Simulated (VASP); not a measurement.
# GaP (R-3m) in VASP: further runs

The runs below take GaP through single point, with PBE.

All numbers are computed with VASP 6.6.1; they aren't measurements. Logs are shortened: lines on timing, memory, paths and dates and some standing lists are left out, and cuts for length are marked.

## (1) The structure

It takes space group R-3m (No. 166, trigonal). Conventional cell: a = 3.886 Å, b = 3.886 Å, c = 19.292 Å, α = 90.00°, β = 90.00°, γ = 120.00°. Ga (site symmetry 3m) has 3 P at 2.40 Å and 1 Ga at 2.49 Å as nearest neighbours. P (site symmetry 3m) is surrounded by 1 P at 2.21 Å and 3 Ga at 2.40 Å.

Measurements of this composition are mostly on another form, of space group No. 216.

## (2) Single point, PBE

INCAR reads:

```
SYSTEM = GaP
ADDGRID = .FALSE. ; ALGO = Normal
EDIFF = 1E-6 ; ENCUT = 450
GGA = PE ; ISIF = 2
ISMEAR = 0 ; LASPH = .TRUE.
LCHARG = .FALSE. ; LREAL = .FALSE.
LWAVE = .FALSE. ; NELM = 100
PREC = Accurate ; SIGMA = 0.2
```

KPOINTS reads:

```
k-points
0
G
  4 4 4
  0 0 0
```

POSCAR reads:

```
GaP
1.0
    1.9430151755      1.1218003346      6.4308101003
   -1.9430151755      1.1218003346      6.4308101003
    0.0000000000     -2.2436006692      6.4308101003
Ga P
2 2
Direct
    0.5646280000      0.5646280000      0.5646280000
    0.4353720000      0.4353720000      0.4353720000
    0.9426110000      0.9426110000      0.9426110000
    0.0573890000      0.0573890000      0.0573890000
```

Potentials or basis: VASP PAW PBE potentials, release 64 (Ga_d, P).

Command:

```
$ cat potpaw_PBE.64/Ga_d/POTCAR potpaw_PBE.64/P/POTCAR > POTCAR
$ mpirun -np 1 vasp_std > vasp.out
```

OUTCAR:

```text
SYSTEM = GaP
   EDIFF = 1E-6
   ENCUT = 450
   GGA = PE
   ISIF = 2
   ISMEAR = 0
   LASPH = .TRUE.
   LREAL = .FALSE.
   NELM = 100
   PREC = Accurate

 Found     13 irreducible k-points:

 Following reciprocal coordinates:
            Coordinates               Weight
  0.000000  0.000000  0.000000      1.000000
  0.250000  0.000000  0.000000      6.000000
  0.500000  0.000000  0.000000      3.000000
  0.250000  0.250000  0.000000      6.000000
  0.500000  0.250000 -0.000000     12.000000
 -0.250000  0.250000  0.000000      6.000000
   k-points           NKPTS =     13   k-points in BZ     NKDIM =     13   number of bands    NBANDS=     22
   number of dos      NEDOS =    301   number of ions     NIONS =      4
   total plane-waves  NPLWV = 110592
   dimension x,y,z NGX =    48 NGY =   48 NGZ =   48
   dimension x,y,z NGXF=    96 NGYF=   96 NGZF=   96
   ions per type =               2   2
   NGX,Y,Z   is equivalent  to a cutoff of  11.72, 11.72, 11.72 a.u.
   NGXF,Y,Z  is equivalent  to a cutoff of  23.43, 23.43, 23.43 a.u.
 SYSTEM =  GaP
   PREC   = accura    normal or accurate (medium, high low for compatibility)
   ISTART =      0    job   : 0-new  1-cont  2-samecut
   ICHARG =      2    charge: 1-file 2-atom 10-const
   ISPIN  =      1    spin polarized calculation?
   LNONCOLLINEAR =      F non collinear calculations
   LSORBIT =      F    spin-orbit coupling
   LASPH  =      T    aspherical Exc in radial PAW
   ENCUT  =  450.0 eV  33.07 Ry    5.75 a.u.  11.78 11.78 11.78*2*pi/ulx,y,z
   NELM   =    100;   NELMIN=  2; NELMDL= -5     # of ELM steps
   EDIFF  = 0.1E-05   stopping-criterion for ELM
[... 12 lines left out ...]
   EMIN   =  10.00;   EMAX   =-10.00  energy-range for DOS
   EFERMI =   0.00;   METHOD = LEGACY
   ISMEAR =     0;   SIGMA  =   0.20  broadening in eV -4-tet -1-fermi 0-gaus
   EFERMI_NEDOS =   21; number of points for ismear=-14 and -15
   IALGO  =     38    algorithm
   IMIX   =      4    mixing-type and parameters
     AMIX     =   0.40;   BMIX     =  1.00
     AMIX_MAG =   1.60;   BMIX_MAG =  1.00
  volume/ion in A,a.u.               =      21.03       141.89
  Fermi-wavevector in a.u.,A,eV,Ry     =   1.233785  2.331515 20.711129  1.522225
  Thomas-Fermi vector in A             =   2.368501
   LORBIT       =      0    0 simple, 1 ext, 2 COOP (PROOUT), +10 PAW based schemes
   GGA     = PE    functional components
   LHFCALC =     F    Hartree Fock is set to
   AEXX    =    0.0000 exact exchange contribution
   IVDW    =     0    specifies the selected vdW correction
   LEPSILON=     F    determine dielectric tensor
   LRPA    =     F    only Hartree local field effects (RPA)
 non-spin polarized calculation
 Gauss-broadening in eV      SIGMA  =   0.20
  energy-cutoff  :      450.00
  volume of cell :       84.10
 maximum number of plane-waves:      1846
   NGX = 23   NGY = 23   NGZ = 23

 number of electron      35.9999993 magnetization

 Free energy of the ion-electron system (eV)
  ---------------------------------------------------
  ext. energy  EPLUGINS =         0.00000000
  ---------------------------------------------------
  free energy    TOTEN  =       -17.59726452 eV

  energy without entropy =      -17.59713884  energy(sigma->0) =      -17.59720168

 E-fermi :   5.0477     XC(G=0):  -9.6543

 val. band max:        4.6411583231   @ k =   0.0000   0.0000   0.0000
 cond. band min:       5.4686049856   @ k =   0.5000   0.5000   0.0000
 fundamental gap:      0.8274466625
 Fermi energy:         5.0477060129

 k-point     1 :       0.0000    0.0000    0.0000
  band No.  band energies     occupation
      1     -10.1452      2.00000
      2     -10.0177      2.00000
      3     -10.0177      2.00000
      4     -10.0022      2.00000
      5     -10.0022      2.00000
      6      -9.9519      2.00000
[... 14 lines left out ...]
     21       7.3776      0.00000
     22       8.2969      0.00000

 k-point     2 :       0.2500    0.0000    0.0000
  band No.  band energies     occupation
      1     -10.1350      2.00000
      2     -10.0735      2.00000
      3     -10.0288      2.00000
      4     -10.0133      2.00000
      5      -9.9804      2.00000
      6      -9.9619      2.00000
[... 14 lines left out ...]
     21       7.5945      0.00000
     22       9.5654      0.00000

 k-point     3 :       0.5000    0.0000    0.0000
  band No.  band energies     occupation
      1     -10.1279      2.00000
      2     -10.1186      2.00000
      3     -10.0470      2.00000
      4     -10.0113      2.00000
      5      -9.9724      2.00000
      6      -9.9586      2.00000
[... 14 lines left out ...]
     21       8.2681      0.00000
     22       9.1245      0.00000

 k-point     4 :       0.2500    0.2500    0.0000
  band No.  band energies     occupation
      1     -10.1347      2.00000
      2     -10.0625      2.00000
      3     -10.0370      2.00000
      4     -10.0160      2.00000
      5      -9.9797      2.00000
      6      -9.9617      2.00000
[... 14 lines left out ...]
     21       8.2833      0.00000
     22       8.8522      0.00000

 k-point     5 :       0.5000    0.2500   -0.0000
  band No.  band energies     occupation
      1     -10.1221      2.00000
      2     -10.1014      2.00000
      3     -10.0560      2.00000
      4     -10.0079      2.00000
      5      -9.9871      2.00000
      6      -9.9481      2.00000
[... 14 lines left out ...]
     21       8.3912      0.00000
     22       9.3848      0.00000

 k-point     6 :      -0.2500    0.2500    0.0000
  band No.  band energies     occupation
      1     -10.1270      2.00000
      2     -10.1011      2.00000
      3     -10.0533      2.00000
      4     -10.0077      2.00000
      5      -9.9866      2.00000
      6      -9.9481      2.00000
[... 14 lines left out ...]
     21       9.0709      0.00000
     22       9.6135      0.00000

 [... further k-points ...]

------------------------ aborting loop because EDIFF is reached ----------------------------------------

  FORCE on cell =-STRESS in cart. coord.  units (eV):
  Direction    XX          YY          ZZ          XY          YZ          ZX
  --------------------------------------------------------------------------------------
  -------------------------------------------------------------------------------------
  Total        0.2124668      0.2124668     -0.2197244      0.0000000      0.0000000      0.0000000
  in kB        4.0475576      4.0475576     -4.1858169      0.0000000      0.0000000      0.0000000
  external PRESSURE =       1.3030994 kB  Pullay stress =       0.0000000 kB

 VOLUME and BASIS-vectors are now :
 -----------------------------------------------------------------------------
  energy-cutoff  :      450.00
  volume of cell :       84.10
      direct lattice vectors                 reciprocal lattice vectors
     1.943015176  1.121800335  6.430810100     0.257332010  0.148570705  0.051833801
    -1.943015176  1.121800335  6.430810100    -0.257332010  0.148570705  0.051833801
     0.000000000 -2.243600669  6.430810100     0.000000000 -0.297141410  0.051833801

 POSITION                                       TOTAL-FORCE (eV/Angst)
 -----------------------------------------------------------------------------------
      0.00000      0.00000     10.89305         0.000000      0.000000     -0.045583
      0.00000      0.00000      8.39938         0.000000     -0.000000      0.045583
      0.00000      0.00000     18.18526         0.000000     -0.000000     -0.005534
      0.00000      0.00000      1.10717         0.000000      0.000000      0.005534
 -----------------------------------------------------------------------------------
    total drift:                               -0.000000      0.000000      0.000000

  FREE ENERGIE OF THE ION-ELECTRON SYSTEM (eV)
  ---------------------------------------------------
  free  energy   TOTEN  =       -17.5972645231 eV

  energy  without entropy=      -17.5971388399  energy(sigma->0) =      -17.59720168
```

Run time: 40 s. Hardware: 1 thread of Intel Xeon Platinum 8488C (Sapphire Rapids), shared host; peak memory 0.31 GiB.

The run converged, but some of its settings lie outside the range that counts as converged, so its numbers aren't taken as properties of the crystal.

What came out:

```
Free energy            : -17.5973 eV
Pressure               : 0.1 GPa
Largest force          : 0.046 eV/Å
Band gap on the k mesh : 0.83 eV, indirect (least direct gap 1.12 eV)
```

Caveat: the k mesh is coarse (spacing up to 0.47 Å⁻¹), so the values aren't converged.

## (3) Single point, PBE

INCAR, as its differences from that of step 2:

```diff
@@ -7,2 +7,2 @@
 LWAVE = .FALSE. ; NELM = 100
-PREC = Accurate ; SIGMA = 0.2
+PREC = Accurate ; SIGMA = 0.01
```

KPOINTS is that of step 2.

POSCAR is that of step 2.

Potentials or basis: VASP PAW PBE potentials, release 64 (Ga_d, P).

Command:

```
$ cat potpaw_PBE.64/Ga_d/POTCAR potpaw_PBE.64/P/POTCAR > POTCAR
$ mpirun -np 1 vasp_std > vasp.out
```

It took 36 s on 1 thread of Intel Xeon Platinum 8488C (Sapphire Rapids), shared host; peak memory 0.31 GiB.

The run converged, but some of its settings lie outside the range that counts as converged, so its numbers aren't taken as properties of the crystal.

Results:

| Property | Result |
| --- | --- |
| Free energy | -17.5973 eV |
| Pressure | 0.1 GPa |
| Largest force | 0.045 eV/Å |
| Band gap on the k mesh | 0.83 eV, indirect (least direct gap 1.12 eV) |

Caveat: the k mesh is coarse (spacing up to 0.47 Å⁻¹), so the values aren't converged.

## (4) Single point, PBE

INCAR, as its differences from that of step 3:

```diff
@@ -7,2 +7,2 @@
 LWAVE = .FALSE. ; NELM = 100
-PREC = Accurate ; SIGMA = 0.01
+PREC = Low ; SIGMA = 0.05
```

KPOINTS is that of step 3.

POSCAR is that of step 3.

Command:

```
$ cat potpaw_PBE.64/Ga_d/POTCAR potpaw_PBE.64/P/POTCAR > POTCAR
$ mpirun -np 1 vasp_std > vasp.out
```

Run time: 17 s. Hardware: 1 thread of Intel Xeon Platinum 8488C (Sapphire Rapids), shared host; peak memory 0.13 GiB.

These settings aren't checked as converged: the numbers below hold their error.

What came out:

```yaml
Free_energy: -17.6233 eV
Pressure: 0.4 GPa
Largest_force: 0.016 eV/Å
Band_gap_on_the_k_mesh: 0.83 eV, indirect (least direct gap 1.13 eV)
```

Caveat: the k mesh is coarse (spacing up to 0.47 Å⁻¹), so the values aren't converged.

## (5) Single point, PBE

INCAR, as its differences from that of step 4:

```diff
@@ -7,2 +7,2 @@
 LWAVE = .FALSE. ; NELM = 100
-PREC = Low ; SIGMA = 0.05
+PREC = Normal ; SIGMA = 0.05
```

KPOINTS is that of step 4.

POSCAR is that of step 4.

Potentials or basis: VASP PAW PBE potentials, release 64 (Ga_d, P).

Command:

```
$ cat potpaw_PBE.64/Ga_d/POTCAR potpaw_PBE.64/P/POTCAR > POTCAR
$ mpirun -np 1 vasp_std > vasp.out
```

OUTCAR:

```text
SYSTEM = GaP
   EDIFF = 1E-6
   ENCUT = 450
   GGA = PE
   ISIF = 2
   ISMEAR = 0
   LASPH = .TRUE.
   LREAL = .FALSE.
   NELM = 100
   PREC = Normal

 Found     13 irreducible k-points:

 Following reciprocal coordinates:
            Coordinates               Weight
  0.000000  0.000000  0.000000      1.000000
  0.250000  0.000000  0.000000      6.000000
  0.500000  0.000000  0.000000      3.000000
[... 230 lines left out ...]

  FORCE on cell =-STRESS in cart. coord.  units (eV):
  Direction    XX          YY          ZZ          XY          YZ          ZX
  --------------------------------------------------------------------------------------
  -------------------------------------------------------------------------------------
  Total        0.2131020      0.2131020     -0.2116280      0.0000000     -0.0000000      0.0000000
  in kB        4.0596569      4.0596569     -4.0315772      0.0000000     -0.0000000      0.0000000
  external PRESSURE =       1.3625788 kB  Pullay stress =       0.0000000 kB

 VOLUME and BASIS-vectors are now :
 -----------------------------------------------------------------------------
  energy-cutoff  :      450.00
  volume of cell :       84.10
      direct lattice vectors                 reciprocal lattice vectors
     1.943015176  1.121800335  6.430810100     0.257332010  0.148570705  0.051833801
    -1.943015176  1.121800335  6.430810100    -0.257332010  0.148570705  0.051833801
     0.000000000 -2.243600669  6.430810100     0.000000000 -0.297141410  0.051833801

 POSITION                                       TOTAL-FORCE (eV/Angst)
 -----------------------------------------------------------------------------------
      0.00000      0.00000     10.89305         0.000000     -0.000000     -0.046077
      0.00000      0.00000      8.39938         0.000000      0.000000      0.046077
      0.00000      0.00000     18.18526         0.000000      0.000000     -0.005544
      0.00000      0.00000      1.10717         0.000000      0.000000      0.005544
 -----------------------------------------------------------------------------------
    total drift:                                0.000000      0.000000      0.000000

  FREE ENERGIE OF THE ION-ELECTRON SYSTEM (eV)
  ---------------------------------------------------
  free  energy   TOTEN  =       -17.5975595400 eV

  energy  without entropy=      -17.5975595400  energy(sigma->0) =      -17.59755954
```

OSZICAR:

```text
N       E                     dE             d eps       ncg     rms          rms(c)
DAV:   1     0.217384444293E+03    0.21738E+03   -0.16210E+04   572   0.216E+03
DAV:   2     0.605639587516E+01   -0.21133E+03   -0.20717E+03   624   0.448E+02
DAV:   3    -0.171992575696E+02   -0.23256E+02   -0.23000E+02   704   0.121E+02
DAV:   4    -0.179022511645E+02   -0.70299E+00   -0.70147E+00   732   0.226E+01
DAV:   5    -0.179195976893E+02   -0.17347E-01   -0.17321E-01   750   0.305E+00    0.633E+00
DAV:   6    -0.176440607306E+02    0.27554E+00   -0.54377E-01   790   0.107E+01    0.384E+00
DAV:   7    -0.175958622633E+02    0.48198E-01   -0.30969E-01   700   0.328E+00    0.108E+00
DAV:   8    -0.175967102680E+02   -0.84800E-03   -0.36473E-02   726   0.238E+00    0.230E-01
DAV:   9    -0.175972221136E+02   -0.51185E-03   -0.47972E-03   710   0.829E-01    0.876E-02
DAV:  10    -0.175973969155E+02   -0.17480E-03   -0.61617E-04   760   0.193E-01    0.340E-02
DAV:  11    -0.175975394661E+02   -0.14255E-03   -0.13420E-04   696   0.668E-02    0.159E-02
DAV:  12    -0.175975589065E+02   -0.19440E-04   -0.25074E-05   570   0.324E-02    0.811E-03
DAV:  13    -0.175975595400E+02   -0.63358E-06   -0.39627E-06   594   0.211E-02
   1 F= -.17597560E+02 E0= -.17597560E+02  d E =-.103421E-13
```

It took 16 s on 1 thread of Intel Xeon Platinum 8488C (Sapphire Rapids), shared host; peak memory 0.2 GiB.

The run converged, but some of its settings lie outside the range that counts as converged, so its numbers aren't taken as properties of the crystal.

What came out:

```yaml
Free_energy: -17.5976 eV
Pressure: 0.1 GPa
Largest_force: 0.046 eV/Å
Band_gap_on_the_k_mesh: 0.83 eV, indirect (least direct gap 1.12 eV)
```

Caveat: the k mesh is coarse (spacing up to 0.47 Å⁻¹), so the values aren't converged.

## (6) Single point, PBE

INCAR reads:

```
SYSTEM = GaP
ADDGRID = .FALSE. ; ALGO = Normal
EDIFF = 1E-6 ; ENCUT = 450
GGA = PE ; ISIF = 2
ISMEAR = 0 ; LASPH = .TRUE.
LCHARG = .FALSE. ; LREAL = Auto
LWAVE = .FALSE. ; NELM = 100
PREC = Accurate ; SIGMA = 0.05
```

KPOINTS is that of step 5.

POSCAR is that of step 5.

Potentials or basis: VASP PAW PBE potentials, release 64 (Ga_d, P).

Command:

```
$ cat potpaw_PBE.64/Ga_d/POTCAR potpaw_PBE.64/P/POTCAR > POTCAR
$ mpirun -np 1 vasp_std > vasp.out
```

It took 74 s on 1 thread of Intel Xeon Platinum 8488C (Sapphire Rapids), shared host; peak memory 0.29 GiB.

The run converged, but some of its settings lie outside the range that counts as converged, so its numbers aren't taken as properties of the crystal.

Results:

| Item | Value |
| --- | --- |
| Free energy | -17.5998 eV |
| Pressure | 0.1 GPa |
| Largest force | 0.045 eV/Å |
| Band gap on the k mesh | 0.83 eV, indirect (least direct gap 1.12 eV) |

Caveat: the k mesh is coarse (spacing up to 0.47 Å⁻¹), so the values aren't converged.

## (7) For comparison

An earlier run on the cell as given: functional PBE; potentials or basis VASP PAW PBE potentials, release 64 (Ga_d, P); cutoff 520 eV; k mesh 8 × 8 × 8; occupations fermi-dirac, width 0.05 eV; no spin polarisation.

* Pressure: 0.0 GPa
* Largest force: 0.054 eV/Å
* Band gap on the k mesh: 0.84 eV, indirect (least direct gap 1.13 eV)
